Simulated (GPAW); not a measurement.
Set up this calculation in GPAW 26.7.0, as an ASE script.

| Quantity | Value |
| --- | --- |
| Task | band structure |
| Functional | PBE |
| Potentials or basis | PAW data sets generated in the run's folder for this functional |
| Cutoff | 600 eV |
| Basis | pw |
| k mesh | 13 × 13 × 13 |
| Occupations | fermi-dirac, width 0.05 eV |
| Spin | no spin polarisation |
| Maxiter | 150 |
| Band path | GXWKGLUWLK,UX |
| Band points | 60 |

The structure of Cu lies in Cu.cif:

```cif
data_Cu
_cell_length_a 3.61500000
_cell_length_b 3.61500000
_cell_length_c 3.61500000
_cell_angle_alpha 90.00000000
_cell_angle_beta 90.00000000
_cell_angle_gamma 90.00000000
_space_group_name_H-M_alt 'Fm-3m'
_space_group_name_Hall '-F 4 2 3'
_space_group_IT_number 225
loop_
_space_group_symop_operation_xyz
'x,y,z'
'-x,-y,-z'
'-y,x,z'
'y,-x,-z'
'-x,-y,z'
'x,y,-z'
'y,-x,z'
'-y,x,-z'
'x,-y,-z'
'-x,y,z'
'-y,-x,-z'
'y,x,z'
'-x,y,-z'
'x,-y,z'
'y,x,-z'
'-y,-x,z'
'z,x,y'
'-z,-x,-y'
'z,-y,x'
'-z,y,-x'
'z,-x,-y'
'-z,x,y'
'z,y,-x'
'-z,-y,x'
'-z,x,-y'
'z,-x,y'
'-z,-y,-x'
'z,y,x'
'-z,-x,y'
'z,x,-y'
'-z,y,x'
'z,-y,-x'
'y,z,x'
'-y,-z,-x'
'x,z,-y'
'-x,-z,y'
'-y,z,-x'
'y,-z,x'
'-x,z,y'
'x,-z,-y'
'-y,-z,x'
'y,z,-x'
'-x,-z,-y'
'x,z,y'
'y,-z,-x'
'-y,z,x'
'x,-z,y'
'-x,z,-y'
'x,y+1/2,z+1/2'
'-x,-y+1/2,-z+1/2'
'-y,x+1/2,z+1/2'
'y,-x+1/2,-z+1/2'
'-x,-y+1/2,z+1/2'
'x,y+1/2,-z+1/2'
'y,-x+1/2,z+1/2'
'-y,x+1/2,-z+1/2'
'x,-y+1/2,-z+1/2'
'-x,y+1/2,z+1/2'
'-y,-x+1/2,-z+1/2'
'y,x+1/2,z+1/2'
'-x,y+1/2,-z+1/2'
'x,-y+1/2,z+1/2'
'y,x+1/2,-z+1/2'
'-y,-x+1/2,z+1/2'
'z,x+1/2,y+1/2'
'-z,-x+1/2,-y+1/2'
'z,-y+1/2,x+1/2'
'-z,y+1/2,-x+1/2'
'z,-x+1/2,-y+1/2'
'-z,x+1/2,y+1/2'
'z,y+1/2,-x+1/2'
'-z,-y+1/2,x+1/2'
'-z,x+1/2,-y+1/2'
'z,-x+1/2,y+1/2'
'-z,-y+1/2,-x+1/2'
'z,y+1/2,x+1/2'
'-z,-x+1/2,y+1/2'
'z,x+1/2,-y+1/2'
'-z,y+1/2,x+1/2'
'z,-y+1/2,-x+1/2'
'y,z+1/2,x+1/2'
'-y,-z+1/2,-x+1/2'
'x,z+1/2,-y+1/2'
'-x,-z+1/2,y+1/2'
'-y,z+1/2,-x+1/2'
'y,-z+1/2,x+1/2'
'-x,z+1/2,y+1/2'
'x,-z+1/2,-y+1/2'
'-y,-z+1/2,x+1/2'
'y,z+1/2,-x+1/2'
'-x,-z+1/2,-y+1/2'
'x,z+1/2,y+1/2'
'y,-z+1/2,-x+1/2'
'-y,z+1/2,x+1/2'
'x,-z+1/2,y+1/2'
'-x,z+1/2,-y+1/2'
'x+1/2,y,z+1/2'
'-x+1/2,-y,-z+1/2'
'-y+1/2,x,z+1/2'
'y+1/2,-x,-z+1/2'
'-x+1/2,-y,z+1/2'
'x+1/2,y,-z+1/2'
'y+1/2,-x,z+1/2'
'-y+1/2,x,-z+1/2'
'x+1/2,-y,-z+1/2'
'-x+1/2,y,z+1/2'
'-y+1/2,-x,-z+1/2'
'y+1/2,x,z+1/2'
'-x+1/2,y,-z+1/2'
'x+1/2,-y,z+1/2'
'y+1/2,x,-z+1/2'
'-y+1/2,-x,z+1/2'
'z+1/2,x,y+1/2'
'-z+1/2,-x,-y+1/2'
'z+1/2,-y,x+1/2'
'-z+1/2,y,-x+1/2'
'z+1/2,-x,-y+1/2'
'-z+1/2,x,y+1/2'
'z+1/2,y,-x+1/2'
'-z+1/2,-y,x+1/2'
'-z+1/2,x,-y+1/2'
'z+1/2,-x,y+1/2'
'-z+1/2,-y,-x+1/2'
'z+1/2,y,x+1/2'
'-z+1/2,-x,y+1/2'
'z+1/2,x,-y+1/2'
'-z+1/2,y,x+1/2'
'z+1/2,-y,-x+1/2'
'y+1/2,z,x+1/2'
'-y+1/2,-z,-x+1/2'
'x+1/2,z,-y+1/2'
'-x+1/2,-z,y+1/2'
'-y+1/2,z,-x+1/2'
'y+1/2,-z,x+1/2'
'-x+1/2,z,y+1/2'
'x+1/2,-z,-y+1/2'
'-y+1/2,-z,x+1/2'
'y+1/2,z,-x+1/2'
'-x+1/2,-z,-y+1/2'
'x+1/2,z,y+1/2'
'y+1/2,-z,-x+1/2'
'-y+1/2,z,x+1/2'
'x+1/2,-z,y+1/2'
'-x+1/2,z,-y+1/2'
'x+1/2,y+1/2,z'
'-x+1/2,-y+1/2,-z'
'-y+1/2,x+1/2,z'
'y+1/2,-x+1/2,-z'
'-x+1/2,-y+1/2,z'
'x+1/2,y+1/2,-z'
'y+1/2,-x+1/2,z'
'-y+1/2,x+1/2,-z'
'x+1/2,-y+1/2,-z'
'-x+1/2,y+1/2,z'
'-y+1/2,-x+1/2,-z'
'y+1/2,x+1/2,z'
'-x+1/2,y+1/2,-z'
'x+1/2,-y+1/2,z'
'y+1/2,x+1/2,-z'
'-y+1/2,-x+1/2,z'
'z+1/2,x+1/2,y'
'-z+1/2,-x+1/2,-y'
'z+1/2,-y+1/2,x'
'-z+1/2,y+1/2,-x'
'z+1/2,-x+1/2,-y'
'-z+1/2,x+1/2,y'
'z+1/2,y+1/2,-x'
'-z+1/2,-y+1/2,x'
'-z+1/2,x+1/2,-y'
'z+1/2,-x+1/2,y'
'-z+1/2,-y+1/2,-x'
'z+1/2,y+1/2,x'
'-z+1/2,-x+1/2,y'
'z+1/2,x+1/2,-y'
'-z+1/2,y+1/2,x'
'z+1/2,-y+1/2,-x'
'y+1/2,z+1/2,x'
'-y+1/2,-z+1/2,-x'
'x+1/2,z+1/2,-y'
'-x+1/2,-z+1/2,y'
'-y+1/2,z+1/2,-x'
'y+1/2,-z+1/2,x'
'-x+1/2,z+1/2,y'
'x+1/2,-z+1/2,-y'
'-y+1/2,-z+1/2,x'
'y+1/2,z+1/2,-x'
'-x+1/2,-z+1/2,-y'
'x+1/2,z+1/2,y'
'y+1/2,-z+1/2,-x'
'-y+1/2,z+1/2,x'
'x+1/2,-z+1/2,y'
'-x+1/2,z+1/2,-y'
loop_
_atom_site_label
_atom_site_type_symbol
_atom_site_symmetry_multiplicity
_atom_site_Wyckoff_symbol
_atom_site_fract_x
_atom_site_fract_y
_atom_site_fract_z
_atom_site_occupancy
Cu1 Cu 4 a 0.0000000000 0.0000000000 0.0000000000 1
```

The input as run:

run.py

```python
import spglib
from ase import Atoms
from ase.dft.bandgap import bandgap
from ase.io import read, write
from ase.units import GPa
from gpaw import GPAW, PW, setup_paths

setup_paths.insert(0, '.')

atoms = read('Cu.cif')
cell, positions, numbers = spglib.find_primitive(
    (atoms.cell[:], atoms.get_scaled_positions(), atoms.numbers), symprec=1e-4)
atoms = Atoms(numbers, cell=cell, scaled_positions=positions, pbc=True)

calc = GPAW(mode=PW(600),
            xc='PBE',
            kpts={'size': (13, 13, 13), 'gamma': True},
            occupations={'name': 'fermi-dirac', 'width': 0.05},
            nbands=14,
            convergence={'density': 1e-05, 'energy': 1e-05},
            maxiter=150,
            txt='gpaw.txt')
atoms.calc = calc
energy = atoms.get_potential_energy()
forces = atoms.get_forces()
stress = atoms.get_stress()
calc.write('gs.gpw')
write('result.traj', atoms)
print(f'Energy: {energy:.6f} eV')
print('Forces (eV/A):')
print(forces.round(4))
print('Stress (GPa):', (stress / GPa).round(3))
print('Fermi level:', round(calc.get_fermi_level(), 4), 'eV')
print(f'Gap: {bandgap(calc)[0]:.4f} eV, direct: {bandgap(calc, direct=True)[0]:.4f} eV')

path = atoms.cell.bandpath('GXWKGLUWLK,UX', npoints=60, eps=1e-4)
bs_calc = calc.fixed_density(kpts=path, symmetry='off', nbands=21,
                             convergence={'bands': 'CBM+6.0', 'eigenstates': 1e-6}, txt='bands.txt')
bs = bs_calc.band_structure()
bs.write('bs.json')
print(f'Gap on the path: {bandgap(bs_calc)[0]:.4f} eV')
```

Potentials or basis: PAW data sets generated in the run's folder for this functional, pw.

Launch:

```console
$ gpaw-setup -f PBE Cu
$ OMP_NUM_THREADS=1 python run.py
```

It gave:

- Pressure: 3.1 GPa
- Band gap along the path: none (metal or under the smearing width)

Caveat: with this Cu data set, volumes or pressures lay over 1.5 % or 2 GPa off other programs in two to four cells of ten.

Wall time 18 s on 1 thread of Arm Neoverse V1 (shared host), peak memory 0.15 GiB.
